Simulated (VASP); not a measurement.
Write the native input for VASP 6.6.1 that does the following.

| Property | Result |
| --- | --- |
| Task | single point |
| Functional | PBEsol |
| Potentials or basis | VASP PAW PBE potentials, release 64 (Pd) |
| Cutoff | 520 eV |
| k mesh | 12 × 12 × 12 |
| Occupations | fermi-dirac, width 0.05 eV |
| Spin | no spin polarisation |
| Ladder | free |
| Further INCAR settings | ALGO = Normal; EDIFF = 1e-07; NBANDS = 11 |

The structure of Pd lies in POSCAR:

```
Pd
1.0
   -1.5722810000      1.5722810000      1.5722810000
    1.5722810000     -1.5722810000      1.5722810000
    1.5722810000      1.5722810000     -1.5722810000
Pd
1
Direct
    0.0000000000      0.0000000000      0.0000000000
```

This isn't the form of Pd at room conditions, which is fcc.

The input as run:

INCAR

```
SYSTEM = Pd
PREC = Accurate
ENCUT = 520
EDIFF = 1E-7
ISMEAR = -1
SIGMA = 0.05
LREAL = .FALSE.
LASPH = .TRUE.
NELM = 60
ALGO = Normal
ISIF = 2
LWAVE = .FALSE.
LCHARG = .FALSE.
GGA = PS
NBANDS = 11
```

KPOINTS

```
regular mesh
0
G
  12 12 12
  0 0 0
```

Potentials or basis: VASP PAW PBE potentials, release 64 (Pd).

Command:

```bash
$ cat potpaw_PBE.64/Pd/POTCAR > POTCAR
$ mpirun -np 1 vasp_std > vasp.out
```

It gave:

```
Pressure               : -10.3 GPa
Band gap on the k mesh : none (metal or under the smearing width)
```

Caveat: the PAW data sets were made with another functional, which shifts forces and pressure a little.

Wall time 7.4 s on 1 thread of Intel(R) Xeon(R) Platinum 8488C (Sapphire Rapids) (shared host), peak memory 0.13 GiB.
